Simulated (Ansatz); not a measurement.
**Relaxing manganese (alpha-Mn (A12))**

Level of theory: Ansatz, DFT, PBEsol, plane waves (420 eV) with PAW, scalar-relativistic. (PAW data from PBE, frozen cores regenerated.)

k-point mesh 3×3×3, Fermi-Dirac smearing 0.05 eV, starting moments 3.00, 2.50 ×4, -0.80 ×12, -0.40 ×12 μB. Cell and atoms relax.

Starting structure:

```cif
data_structure
_symmetry_space_group_name_H-M 'P 1'
_symmetry_Int_Tables_number 1
_cell_length_a 7.6210
_cell_length_b 7.6210
_cell_length_c 7.6210
_cell_angle_alpha 109.471
_cell_angle_beta 109.471
_cell_angle_gamma 109.471
_cell_volume 340.74
loop_
_atom_site_label
_atom_site_type_symbol
_atom_site_fract_x
_atom_site_fract_y
_atom_site_fract_z
_atom_site_occupancy
Mn1 Mn 0.36600 0.00000 0.00000 1
Mn2 Mn 0.60900 0.32300 0.00000 1
Mn3 Mn 0.60900 0.00000 0.32300 1
Mn4 Mn 0.81100 0.63300 0.00000 1
Mn5 Mn 0.81100 0.00000 0.63300 1
Mn6 Mn 0.82200 0.18900 0.18900 1
Mn7 Mn 0.00000 0.36600 0.00000 1
Mn8 Mn 0.32300 0.60900 0.00000 1
Mn9 Mn 0.00000 0.60900 0.32300 1
Mn10 Mn 0.63300 0.81100 0.00000 1
Mn11 Mn 0.00000 0.81100 0.63300 1
Mn12 Mn 0.18900 0.82200 0.18900 1
Mn13 Mn 0.00000 0.00000 0.36600 1
Mn14 Mn 0.00000 0.32300 0.60900 1
Mn15 Mn 0.32300 0.00000 0.60900 1
Mn16 Mn 0.00000 0.63300 0.81100 1
Mn17 Mn 0.63300 0.00000 0.81100 1
Mn18 Mn 0.18900 0.18900 0.82200 1
Mn19 Mn 0.00000 0.00000 0.00000 1
Mn20 Mn 0.63400 0.63400 0.63400 1
Mn21 Mn 0.39100 0.39100 0.71400 1
Mn22 Mn 0.71400 0.39100 0.39100 1
Mn23 Mn 0.39100 0.71400 0.39100 1
Mn24 Mn 0.67700 0.67700 0.28600 1
Mn25 Mn 0.28600 0.67700 0.67700 1
Mn26 Mn 0.67700 0.28600 0.67700 1
Mn27 Mn 0.36700 0.36700 0.17800 1
Mn28 Mn 0.17800 0.36700 0.36700 1
Mn29 Mn 0.36700 0.17800 0.36700 1
```

**Question.** The pressure at the start is -20.0 GPa. By how much does the volume change?

**Answer.** From 11.75 to 10.54 Å³ per atom, -10.3 %. The final cell has a = 8.488 Å.

**Question.** How much energy does the relaxation gain?

**Answer.** 104.0 meV per atom.

**Question.** Which magnetic state does it end in?

**Answer.** ferrimagnetic, largest moment 2.42 μB in the atomic sphere; moments 2.42, -1.53 ×4, 0.20 ×12, -0.06 ×12 μB.
